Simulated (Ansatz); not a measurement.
Structure relaxation of Cd₂S₃

Method: Ansatz, DFT PBE, scalar-relativistic, plane waves, PAW. Cutoff 420 eV, Γ-centred k mesh, Gaussian smearing, no spin polarisation in the final step.

Cd₂S₃ was placed on the tetradymite structure type (R-3m, No. 166), with Cd in place of Bi, S in place of Te, at a guessed volume.

```
CELL_PARAMETERS angstrom
1.91305 1.10450 8.86798
-1.91305 1.10450 8.86798
0.00000 -2.20901 8.86798
ATOMIC_POSITIONS crystal
Cd 0.40000 0.40000 0.40000
Cd 0.60000 0.60000 0.60000
S 0.00000 0.00000 0.00000
S 0.20950 0.20950 0.20950
S 0.79050 0.79050 0.79050
```

Cell and atoms relax at zero pressure; the relaxation can't lower the symmetry of the start.

Formation energies are uncorrected and refer to the elements' standard structures at the same level.

(1) Which crystal results?

(2) What are its volume, energy, density and gap?

## Answers

(1) It keeps R-3m (No. 166). The result has the tetradymite structure. Conventional cell: a = 3.894 Å, c = 23.612 Å. Cd has 6 S at 2.63–2.78 Å; S on Wyckoff site a (1 atom of the primitive cell) has 6 Cd at 2.78 Å; around S on Wyckoff site c (2 atoms of the primitive cell) lie 3 Cd at 2.63 Å and 3 S at 2.93 Å.

Space group R-3m:H (No. 166). a = 3.894 Å, b = 3.894 Å, c = 23.612 Å, α = 90.00°, β = 90.00°, γ = 120.00°
```json
{"atom": "Cd", "site": "6c", "symmetry": "3m", "x": "0.6667", "y": "0.3333", "z": "0.7357"}
{"atom": "S", "site": "3a", "symmetry": "-3m", "x": "0.0000", "y": "0.0000", "z": "0.0000"}
{"atom": "S", "site": "6c", "symmetry": "3m", "x": "0.3333", "y": "0.6667", "z": "0.8731"}
```

(2) The volume per atom is 20.68 Å³. The density is 5.16 g/cm³ and the energy over the elements is -0.09 eV/atom. The gap on the 12×12×12 mesh is 0 eV (a metal).

The final run used a 12×12×12 mesh on its 5-atom cell and 0.10 eV smearing. The k mesh leaves about 4 meV/atom of noise in metals. Symmetry constrained the relaxation, so the result can be a saddle point. The steps took roughly 100 core-seconds in all.

Cost: 3 runs of about 1.6 core-minutes in all, on AMD EPYC 9B45 (Zen 5) (shared hosts).